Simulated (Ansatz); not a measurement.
Convergence test, Si

Level of theory: DFT PBE, scalar-relativistic, plane waves, PAW (Ansatz).

```cif
data_structure
_symmetry_space_group_name_H-M 'P 1'
_symmetry_Int_Tables_number 1
_cell_length_a 5.7346
_cell_length_b 5.7346
_cell_length_c 5.7346
_cell_angle_alpha 109.471
_cell_angle_beta 109.471
_cell_angle_gamma 109.471
_cell_volume 145.18
loop_
_atom_site_label
_atom_site_type_symbol
_atom_site_fract_x
_atom_site_fract_y
_atom_site_fract_z
_atom_site_occupancy
Si1 Si 0.20600 0.20600 0.20600 1
Si2 Si 0.50000 0.00000 0.29400 1
Si3 Si 0.29400 0.50000 0.00000 1
Si4 Si 0.00000 0.29400 0.50000 1
Si5 Si 0.79400 0.79400 0.79400 1
Si6 Si 0.50000 0.00000 0.70600 1
Si7 Si 0.70600 0.50000 0.00000 1
Si8 Si 0.00000 0.70600 0.50000 1
```

The Γ-centred k-mesh is 8×8×8. The occupation rule is Gaussian smearing, 0.1 eV. The spin treatment is unpolarised and the valence charge of the PAW sets is Si 4.

The atoms stay fixed while the plane-wave cutoff is varied. ΔE is the energy extrapolated to zero smearing, less that of the reference run (850 eV). The cell isn't necessarily relaxed at this level. Pressure is positive in compression and holds a correction for the finite cutoff (Pulay stress).

Times are rough; the reference took 11 s on 2 threads of Intel(R) Xeon(R) Processor @ 2.70GHz (shared host), peak memory 0.77 GiB.

Tried: 150, 200, 250, 300, 350, 380, 420, 460, 520, 600, 700, 850 eV. From which plane-wave cutoff on does the energy per atom stay within 100, 10 and 1 meV of the reference?

250 for 100 meV, 350 for 10 meV, 420 for 1 meV. The reference itself isn't shown to be converged. At 350 eV, where the energy is within 10 meV, force components already agree to within 0.002 eV/Å, where the largest force is 0.180 eV/Å.

```csv
cutoff (eV),ΔE (meV/atom),P (GPa),largest change of a force component (eV/Å),plane waves at Γ,wall time (s)
150,296,4.04,0.079,603,1.4
200,142,2.48,0.046,959,2
250,52.1,1.27,0.012,1289,2.8
300,17.9,0.97,0.001,1721,3.2
350,4.40,1.01,0.002,2171,4.4
380,1.36,0.98,0.001,2491,3.8
420,0.26,0.96,0.000,2899,6.7
460,0.12,0.96,0.000,3319,6.7
520,0.10,0.96,0.000,3925,5
600,0.05,0.96,0.000,4897,5.8
700,0.03,0.96,0.000,6099,9
850,0.00,0.96,0.000,8151,11
```

This form isn't the element's structure at ambient conditions.